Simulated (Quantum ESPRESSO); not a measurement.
TePt:

```
CELL_PARAMETERS angstrom
1.98157 1.14406 6.66103
-1.98157 1.14406 6.66103
0.00000 -2.28812 6.66103
ATOMIC_POSITIONS crystal
Pt 0.12967 0.12967 0.12967
Pt 0.87033 0.87033 0.87033
Te 0.40200 0.40200 0.40200
Te 0.59800 0.59800 0.59800
```

Base run:

| Item | Value |
| --- | --- |
| Program | Quantum ESPRESSO 7.5 |
| Functional | PBEsol |
| Potentials or basis | GBRV 1.5 PBEsol |
| Cutoff | 612 eV |
| Density cutoff | 4898 eV |
| k mesh | 8 × 8 × 8 |
| Occupations | fermi-dirac, width 0.05 eV |
| Spin | no spin polarisation |

Its results: band gap on the k mesh none (metal or under the smearing width); pressure 0.8 GPa; largest force 0.443 eV/Å.

Problem. The run is repeated on the same cell with these changes: functional from PBEsol to LDA; potentials or basis from GBRV 1.5 PBEsol to GBRV 1.5 LDA. What comes out?

Solution. Band gap on the k mesh none (metal or under the smearing width); pressure -1.5 GPa; largest force 0.476 eV/Å.

Caveats: spin-orbit coupling is left out, which moves the levels of the heavy elements.
